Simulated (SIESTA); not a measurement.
GaN:

```
Ga N
1.0
     3.18000    0.00000    0.00000
    -1.59000    2.75396    0.00000
     0.00000    0.00000    5.16600
Ga N
2 2
Direct
  0.66667 0.33333 0.50000
  0.33333 0.66667 0.00000
  0.66667 0.33333 0.87500
  0.33333 0.66667 0.37500
```

Base run:

| Property | Result |
| --- | --- |
| Program | SIESTA 5.4.2 |
| Functional | PBEsol |
| Potentials or basis | PseudoDojo 0.4 standard (PBEsol files) |
| Basis | SZP (energy shift 0.003 Ry) |
| Grid cutoff | 800 Ry |
| Energy shift | 0.003 Ry |
| k mesh | 8 × 8 × 4 |
| Occupations | fermi-dirac, width 0.05 eV |
| Spin | no spin polarisation |

Its results: band gap on the k mesh 2.27 eV, direct; pressure 7.1 GPa; largest force 0.109 eV/Å.

Problem. The run is repeated on the same cell with these changes: basis from SZP (energy shift 0.003 Ry) to DZP (energy shift 0.003 Ry; two zetas on semicore shells); k mesh from 8 × 8 × 4 to 10 × 10 × 5. What comes out?

Solution. Band gap on the k mesh 2.02 eV, direct; pressure 3.8 GPa; largest force 0.129 eV/Å.

Several settings changed at once, so the effect can't be laid on one alone.

Caveats: the basis of atomic orbitals isn't converged, which shifts pressures, moduli and gaps.
